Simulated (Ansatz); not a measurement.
Input of an Ansatz 0.2.0 run:

Contents of input.yaml:

```yaml
crystal:
  lattice:
    - [3.5182, 0.0, 0.0]
    - [-1.7591, 3.0468505756, 0.0]
    - [0.0, 0.0, 13.9736]
  atoms:
    - { symbol: Te, position: [0.6666666667, 0.3333333333, 0.379] }
    - { symbol: Te, position: [0.3333333333, 0.6666666667, 0.879] }
    - { symbol: Te, position: [0.6666666667, 0.3333333333, 0.121] }
    - { symbol: Te, position: [0.3333333333, 0.6666666667, 0.621] }
    - { symbol: Mo, position: [0.6666666667, 0.3333333333, 0.75] }
    - { symbol: Mo, position: [0.3333333333, 0.6666666667, 0.25] }
hamiltonian:
  xc: revpbe
  pseudopotentials: { kind: paw }
kpoints:
  mp_grid: { grid: [9, 9, 2] }
  band_path:
    path:
      - [[0.0, 0.0, 0.0], [0.5, 0.0, 0.0], [0.3333333333, 0.3333333333, 0.0], [0.0, 0.0, 0.0], [0.0, 0.0, 0.5], [0.5, 0.0, 0.5], [0.3333333333, 0.3333333333, 0.5], [0.0, 0.0, 0.5]]
      - [[0.5, 0.0, 0.5], [0.5, 0.0, 0.0]]
      - [[0.3333333333, 0.3333333333, 0.0], [0.3333333333, 0.3333333333, 0.5]]
    npoints: 14
scf:
  occupations: { method: fermi_dirac, width: 0.05 }
  n_extra_bands: 15
output:
  forces: true
  stress: true
  eigenvalues: true
  fatbands: true
```

Potentials or basis: Ansatz PAW.

Launch:

```sh
$ ansatz run input.yaml --threads 2 --pin off --max-ram 5632MiB --backend cpu --events-out ev --progress --plain --runs-dir out
```

(1) Predict the largest force.

(2) Predict the band gap along the path.

(3) Estimate the pressure.

Answers

(1) 0.234 eV/Å.

(2) 0.73 eV, indirect (least direct gap 1.04 eV).

(3) 4.3 GPa.

Caveat: the k mesh misses the band edges, so the gap on the mesh is wider than the one along the path; spin-orbit coupling is left out, which moves the levels of the heavy elements; this functional lacks dispersion, which binds the layers, so the pressure and a relaxed spacing across them are unreliable; the PAW data sets come from PBE, with cores solved anew for the run's functional, which leaves a small shift of forces and pressure.

**The experiment to reproduce.**

“Broadband infrared study of pressure-tunable Fano resonance and metallization transition in 2H-MoTe2”, 2022, pmc:9569381 quotes, for a bulk crystal of Te2Mo at 300 K: band gap 0.88 ± 0.05 eV (indirect).

Against the measured gap of Te2Mo, 0.88 eV (indirect; 300 K; quoted in “Broadband infrared study of pressure-tunable Fano resonance and metallization transition in 2H-MoTe2”, 2022, pmc:9569381), the calculated 0.73 eV is off by -0.15 eV. Spin-orbit coupling on Mo, Te is left out. The value is that of revPBE, without temperature or zero-point motion. Semilocal functionals fall short of measured gaps as a rule.
